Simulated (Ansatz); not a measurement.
Input of an Ansatz 0.2.0 run:

input.yaml

```yaml
crystal:
  lattice:
    - [0.0, 3.059, 3.059]
    - [3.059, 0.0, 3.059]
    - [3.059, 3.059, 0.0]
  atoms:
    - { symbol: Sb, position: [0.75, 0.75, 0.75] }
    - { symbol: Ga, position: [0.0, 0.0, 0.0] }
kpoints:
  mp_grid: { grid: [8, 8, 8] }
scf:
  occupations: { method: gaussian, width: 0.026 }
hamiltonian:
  xc: pbe
  pseudopotentials: { kind: all_electron, lapw: { basis_error: 0.001 } }
output:
  forces: true
  stress: true
  eigenvalues: true
```

Potentials or basis: all-electron LAPW, scalar-relativistic.

Command:

```sh
$ ansatz run input.yaml --threads 1 --pin off --max-ram 3072MiB --backend cpu --events-out ev --progress --plain --runs-dir out
```

Question: Predict the band gap on the k mesh.

Answer: 0.04 eV, direct.

Question: Predict the pressure.

Answer: 2.3 GPa.

Caveat: spin-orbit coupling is left out, which moves the levels of the heavy elements.

**What was measured.**

A printed reference work, data compilation reports, for a bulk crystal of GaSb at 4.2 K: band gap 0.811 eV (direct).

A measured gap of GaSb is 0.811 eV (direct; 4.2 K; a printed reference work, data compilation); the calculated 0.04 eV misses it by -0.77 eV. Spin-orbit coupling on Ga, Sb is left out. The value is that of PBE on a finite k mesh, which can miss the band edges, without temperature or zero-point motion. Semilocal functionals fall short of measured gaps as a rule.
